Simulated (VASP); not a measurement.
A calculation with VASP 6.6.1 of P (native input, structure from a POSCAR):

File INCAR:

```
SYSTEM = P
PREC     = Accurate       ! precision mode
ENCUT    = 500            ! plane-wave cutoff, eV
EDIFF    = 1E-7           ! SCF threshold, eV
ISMEAR   = 0              ! smearing method
SIGMA    = 0.02           ! smearing width, eV
LREAL    = .False.        ! projectors in reciprocal space
LASPH    = .True.         ! aspherical terms in the spheres
NELM     = 60             ! most SCF steps
ALGO     = Normal         ! electronic algorithm
ISIF     = 2              ! what is computed and relaxed
LWAVE    = .False.        ! write WAVECAR
LCHARG   = .False.        ! write CHGCAR
GGA      = PS             ! functional
```

The input KPOINTS:

```
Automatic mesh
0
Gamma
  9 9 9
  0 0 0
```

POSCAR

```
P
3.7102
    0.465129960110      0.268542907687      0.843534044553
   -0.465129960110      0.268542907687      0.843534044553
    0.000000000000     -0.537085815347      0.843534044553
P
2
Direct
    0.7729197500      0.7729197500      0.7729197500
    0.2270802500      0.2270802500      0.2270802500
```

Potentials or basis: VASP PAW PBE potentials, release 64 (P).

Launch:

```sh
$ cat potpaw_PBE.64/P/POTCAR > POTCAR
$ mpirun -np 1 vasp_std > vasp.out
```

This isn't the form of P at room conditions, which is orthorhombic.

Task: Write the same calculation in another form: ASE script, structure typed inline.

Result: As run:

File run.py:

```python
from ase import Atoms
from ase.calculators.vasp import Vasp
from ase.dft.bandgap import bandgap

atoms = Atoms(
    ['P', 'P'],
    cell=[[1.725725178, 0.9963478961, 3.1296800121], [-1.725725178, 0.9963478961, 3.1296800121], [0.0, -1.9926957921, 3.1296800121]],
    scaled_positions=[[0.77291975, 0.77291975, 0.77291975], [0.22708025, 0.22708025, 0.22708025]],
    pbc=True,
)
calc = Vasp(
    directory='calc',
    xc='pbesol',
    pp='PBE',
    setups='minimal',
    prec='Accurate',
    encut=500,
    ediff=1e-06,
    ismear=0,
    sigma=0.02,
    lreal=False,
    lasph=True,
    nelm=80,
    algo='Normal',
    isif=2,
    lwave=False,
    lcharg=True,
    lelf=True,
    lvhar=True,
    kpts=[9, 9, 9],
    gamma=True,
)
atoms.calc = calc

print('energy (eV):', atoms.get_potential_energy())
print('free energy (eV):', atoms.get_potential_energy(force_consistent=True))
print('forces (eV/A):')
print(atoms.get_forces())
print('stress (eV/A^3, Voigt):', atoms.get_stress())
print('Fermi level (eV):', calc.get_fermi_level())
gap, top, bottom = bandgap(calc)
print('band gap (eV):', gap, 'from (spin, k, band)', top, 'to', bottom)
```

Potentials or basis: VASP PAW PBE potentials, release 64 (P).

Launch:

```console
$ python run.py
```

Both were run:

|  | native input, structure from a POSCAR | ASE script, structure typed inline |
| --- | --- | --- |
| Pressure | -1.9 GPa | -1.9 GPa |
| Largest force | 0.194 eV/Å | 0.194 eV/Å |
| Band gap on the k mesh | none (metal or under the smearing width) | none (metal or under the smearing width) |

Keys that steer only the numerical path or the files written may differ.

Caveat: the PAW data sets were made with another functional, which shifts forces and pressure a little.
